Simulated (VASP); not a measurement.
# Sn: training a machine-learned force field on the fly

Sn, Fd-3m (no. 227), 24 atoms in the cell. PBE, on-the-fly training of a machine-learned force field; PAW potentials Sn (PBE set).

Ensemble: NpT; Target temperature (K): 113; Final target temperature (K): 491.

## Input

INCAR.step1:
```
SYSTEM = Sn
GGA = PE ; PREC = Normal
ENCUT = 260 ; EDIFF = 1E-5
NELM = 60 ; ALGO = Fast
LREAL = Auto ; LASPH = .TRUE.
ISMEAR = -1 ; SIGMA = 0.05
ISYM = 0 ; LWAVE = .FALSE.
LCHARG = .FALSE. ; IBRION = 0
NSW = 4000 ; POTIM = 4.0
TEBEG = 113 ; TEEND = 491
MDALGO = 3 ; ISIF = 3
LANGEVIN_GAMMA = 10 ; LANGEVIN_GAMMA_L = 10
PMASS = 100 ; RANDOM_SEED = 115323 0 0
ML_LMLFF = .TRUE. ; ML_MODE = train
KPAR = 2 ; NCORE = 4
```

INCAR.step2:
```
SYSTEM = Sn
GGA = PE ; PREC = Normal
ENCUT = 260 ; EDIFF = 1E-5
NELM = 60 ; ALGO = Fast
LREAL = Auto ; LASPH = .TRUE.
ISMEAR = -1 ; SIGMA = 0.05
ISYM = 0 ; LWAVE = .FALSE.
LCHARG = .FALSE. ; ML_LMLFF = .TRUE.
ML_MODE = refit ; KPAR = 2
NCORE = 4
```

KPOINTS:
```
k-points
0
Monkhorst-Pack
  2 2 1
```

POSCAR:
```
Sn
1.0
    0.0000000000      6.4666856000      6.4666856000
    6.4666856000      0.0000000000      6.4666856000
    9.7000284000      9.7000284000      0.0000000000
Sn
24
Direct
    0.3750000000      0.3750000000      0.2500000000
    0.3750000000      0.3750000000      0.5833333333
    0.3750000000      0.3750000000      0.9166666667
    0.3750000000      0.8750000000      0.2500000000
    0.3750000000      0.8750000000      0.5833333333
    0.3750000000      0.8750000000      0.9166666667
    0.8750000000      0.3750000000      0.2500000000
    0.8750000000      0.3750000000      0.5833333333
    0.8750000000      0.3750000000      0.9166666667
    0.8750000000      0.8750000000      0.2500000000
    0.8750000000      0.8750000000      0.5833333333
    0.8750000000      0.8750000000      0.9166666667
    0.2500000000      0.2500000000      0.1666666667
    0.2500000000      0.2500000000      0.5000000000
    0.2500000000      0.2500000000      0.8333333333
    0.2500000000      0.7500000000      0.1666666667
    0.2500000000      0.7500000000      0.5000000000
    0.2500000000      0.7500000000      0.8333333333
    0.7500000000      0.2500000000      0.1666666667
    0.7500000000      0.2500000000      0.5000000000
    0.7500000000      0.2500000000      0.8333333333
    0.7500000000      0.7500000000      0.1666666667
    0.7500000000      0.7500000000      0.5000000000
    0.7500000000      0.7500000000      0.8333333333
```

Commands (each step's output is kept before the next begins):
```
cat potpaw_PBE.64/Sn/POTCAR > POTCAR
cp INCAR.step1 INCAR
mpirun -np 8 vasp_std > vasp.out
cp ML_ABN ../ML_AB1
cp ML_FFN ../ML_FFB
cp ML_ABN ML_AB
cp INCAR.step2 INCAR
mpirun -np 8 vasp_std > vasp.out
cp ML_FFN ../ML_FF
```

## Result

- Force error on the training data (eV/Å): 0.0655
- Energy error on the training data (eV/atom): 0.00621
- Steps with first-principles forces: 148
- Steps in all: 4000

Stages of the training:

| From (K) | To (K) | Steps | With first-principles forces | Force error (eV/Å) |
|---|---|---|---|---|
| 113 | 491 | 4000 | 148 | 0.0676 |

The force field was trained in 4000 steps, 148 of them with a first-principles calculation.

VASP 6.6.1 took 620 s on 8 cores (Intel Xeon 6975P-C (Granite Rapids)), a shared host.
